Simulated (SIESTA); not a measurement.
Runs of SIESTA 5.4.2 on C. It takes space group Fd-3m (No. 227, cubic). The conventional cell has a = 3.567 Å, b = 3.567 Å, c = 3.567 Å, α = 90.00°, β = 90.00°, γ = 90.00°. Around C (site symmetry -43m) lie 4 C at 1.54 Å. This isn't the form of C at room conditions, which is graphite.

```tsv
task	level	potentials or basis	cell	optimiser	force tolerance	gap on the mesh (eV)	pressure (GPa)	relaxed volume (Å³/atom)
relaxation of cell and atoms	PBEsol	PseudoDojo 0.4 standard (PBEsol files), DZP (energy shift 0.002 Ry)	relaxed	CG	0.02 eV/Å	(c)	-0.1	(a)
band structure	PBE	PseudoDojo 0.4 standard (PBE files), SZ (energy shift 0.002 Ry)	as given	-	-	6.09	23.4	-
relaxation of cell and atoms	PBE	PseudoDojo 0.4 standard (PBE files), DZ (energy shift 0.002 Ry)	relaxed	-	0.04 eV/Å	5.49	0.0	5.82
band structure	vdW-DF-cx	PseudoDojo 0.4 standard (PBE files), DZP (energy shift 0.002 Ry)	as given	-	-	4.23	7.9	-
band structure	PBE	PseudoDojo 0.4 standard (PBE files), TZP (energy shift 0.002 Ry)	as given	-	-	4.27	(b)	-
```

Alike in all rows: no spin polarisation; k mesh 13 × 13 × 13; smearing fermi-dirac 0.05 eV; grid cutoff 500 Ry; energy shift 0.002 Ry.

Q: Estimate the missing entries.

A: (a) 5.74; (b) 5.3; (c) 4.13.

Caveats: the basis of atomic orbitals isn't converged, which shifts pressures, moduli and gaps; an odd mesh through Γ misses points on the zone boundary, where band edges often lie (some runs); the basis has no polarisation orbitals (some runs); so large a pressure means that the cell lies far from this level's equilibrium, or that cutoff or potentials fall short (some runs); the potentials were made for another functional, which shifts forces and pressure (some runs).
